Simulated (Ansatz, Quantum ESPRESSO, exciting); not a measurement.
Ca: programs and potentials compared

```
CELL_PARAMETERS angstrom
0.02261 2.80956 2.74477
2.75250 0.03962 2.72775
2.84984 2.88989 -0.05772
ATOMIC_POSITIONS crystal
Ca 0.99927 0.00324 0.99894
```

The given cell was strained at random by a few per cent at fixed volume.

Alike in all runs: task single point; functional PBEsol; k mesh 8 × 8 × 8; occupations fermi-dirac, width 0.05 eV; no spin polarisation; no spin-orbit coupling. Pressure is positive in compression and, in plane waves, holds the error of the finite cutoff, which Ansatz's Pulay term estimates and takes out.

```csv
program and potentials,plane-wave cutoff (eV),notes,band gap (eV),pressure (GPa),energy over the undisturbed cell (meV/atom)
"Ansatz, Ansatz PAW",420,"potentials made for PBE, which Ansatz adapts in part",no gap,-1.15,4.79
"Quantum ESPRESSO, GBRV 1.5 PBEsol",612,-,?,?,?
"exciting, all-electron LAPW+lo, shipped species files, valence relativity iora*",-,-,no gap,-,4.74
"Ansatz, all-electron LAPW, scalar-relativistic",-,-,no gap,-1.15,-
```

Task: Estimate from the other rows what the run with Quantum ESPRESSO, GBRV 1.5 PBEsol gave.

Result: No band gap; pressure -1.17 GPa; energy over the undisturbed cell 4.78 meV/atom. The other rows, which needn't bracket it: pressure -1.15; energy over the undisturbed cell 4.74 to 4.79.
